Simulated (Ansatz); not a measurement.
**CsCl: how the settings move a relaxation**

Aim: see which settings change the result for CsCl, by how much, and at what cost.

Program: Ansatz 0.2.0. Level of theory: reference: DFT, r2SCAN, PAW with Ansatz's default frozen-core files, scalar-relativistic; relaxation of cell and atoms. These are calculated values, not measurements.

1 further run of the same task is left out (it didn't finish).

## (1) Starting point

Symmetry: Pm-3m, No. 221, cubic system. Conventional cell: a = 4.123 Å, b = 4.123 Å, c = 4.123 Å, α = 90.00°, β = 90.00°, γ = 90.00°. Cs (site symmetry m-3m) has 8 Cl at 3.57 Å as nearest neighbours. Around Cl (site symmetry m-3m) lie 8 Cs at 3.57 Å.

Coordinates:

```cif
data_structure
_symmetry_space_group_name_H-M 'P 1'
_symmetry_Int_Tables_number 1
_cell_length_a 4.1230
_cell_length_b 4.1230
_cell_length_c 4.1230
_cell_angle_alpha 90.000
_cell_angle_beta 90.000
_cell_angle_gamma 90.000
_cell_volume 70.09
loop_
_atom_site_label
_atom_site_type_symbol
_atom_site_fract_x
_atom_site_fract_y
_atom_site_fract_z
_atom_site_occupancy
Cs1 Cs 0.00000 0.00000 0.00000 1
Cl1 Cl 0.50000 0.50000 0.50000 1
```

## (2) The reference run

File input.yaml:

```yaml
crystal:
  lattice:
    - [4.123, 0.0, 0.0]
    - [0.0, 4.123, 0.0]
    - [0.0, 0.0, 4.123]
  atoms:
    - { symbol: Cs, position: [0.0, 0.0, 0.0] }
    - { symbol: Cl, position: [0.5, 0.5, 0.5] }
kpoints:
  mp_grid: { grid: [10, 10, 10] }
scf:
  occupations: { method: fermi_dirac, width: 0.1 }
hamiltonian:
  xc: r2scan
  pseudopotentials: { kind: paw }
relax:
  f_tol: 0.002
  max_steps: 80
  cell: {}
output:
  forces: true
  stress: true
  write_density: true
  write_potential: true
  elf: true
  volumetric_format: npy
```

Launch:

```console
> ansatz run input.yaml --threads 1 --pin off --max-ram 2560MiB --backend cpu --events-out ev --progress --plain --runs-dir out
```

## (3) A further run, with the input changed

File input.yaml:

```yaml
crystal:
  lattice:
    - [4.123, 0.0, 0.0]
    - [0.0, 4.123, 0.0]
    - [0.0, 0.0, 4.123]
  atoms:
    - { symbol: Cs, position: [0.0, 0.0, 0.0] }
    - { symbol: Cl, position: [0.5, 0.5, 0.5] }
kpoints:
  mp_grid: { grid: [6, 6, 6] }
scf:
  occupations: { method: fixed }
  eigensolver: { kind: davidson }
hamiltonian:
  xc: r2scan
  pseudopotentials: { kind: nc }
relax:
  f_tol: 0.002
  max_steps: 80
  cell: {}
output:
  forces: true
  stress: true
```

(Steps that only read results are left out.)

Before running it: what results should come out? Wanted: for each run, ending; energy change; pressure; gap; force.

**Answer**, as computed:

| run | ending | energy change | pressure (GPa) | gap (eV) | force (eV/Å) | cycles | time |
| --- | --- | --- | --- | --- | --- | --- | --- |
| reference | converged | - | 0.0 | 5.91 | 0.00 | 18 | 20 s |
| 1: mp_grid.grid [6, 6, 6], occupations.method fixed, eigensolver.kind davidson, pseudopotentials.kind nc | converged | not comparable | 0.0 | 5.91 | 0.00 | 18 | 25 s |

Times don't compare one to one where runs were asked for different outputs or read a saved state (see the inputs); cycles may leave out searches for a lower state.

**Reading.** A change of potentials puts the total energy on another scale. The gap of the reference lacks spin-orbit coupling, though the cell holds Cs.

The gaps are Kohn-Sham values of a semilocal functional, not quasiparticle or optical gaps. Such gaps usually fall short of the measured ones.
